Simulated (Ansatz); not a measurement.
Strain response of SrTiO3

Method: DFT PBE+U, scalar-relativistic, plane waves, PAW in Ansatz 0.2.0. (420 eV cutoff, 8×8×8 k-mesh, Gaussian smearing of 0.02 eV, no spin polarisation, U_eff Ti 4.0 eV on d shells)

Reference structure (relaxed):

```
CELL_PARAMETERS angstrom
3.94713 0.00000 0.00000
0.00000 3.94713 0.00000
0.00000 0.00000 3.94713
ATOMIC_POSITIONS crystal
Sr 0.00000 0.00000 0.00000
Ti 0.50000 0.50000 0.50000
O 0.50000 0.00000 0.50000
O 0.50000 0.50000 0.00000
O 0.00000 0.50000 0.50000
```

Deformation: biaxial strain in the a-b plane, with the length and tilt of c and the atoms relaxed, all within the symmetry that the strain leaves. Energies are extrapolated to zero smearing. Gaps are Kohn–Sham gaps over the whole zone.

Q: Give the structure at -3.0 %.

A:
```
CELL_PARAMETERS angstrom
3.82872 0.00000 0.00000
0.00000 3.82872 0.00000
0.00000 0.00000 4.03056
ATOMIC_POSITIONS crystal
Sr 0.00000 0.00000 0.00000
Ti 0.50000 0.50000 0.50000
O 0.50000 0.00000 0.50000
O 0.50000 0.50000 0.00000
O 0.00000 0.50000 0.50000
```
Space group P4/mmm (123), 26.3 meV/atom over the relaxed crystal.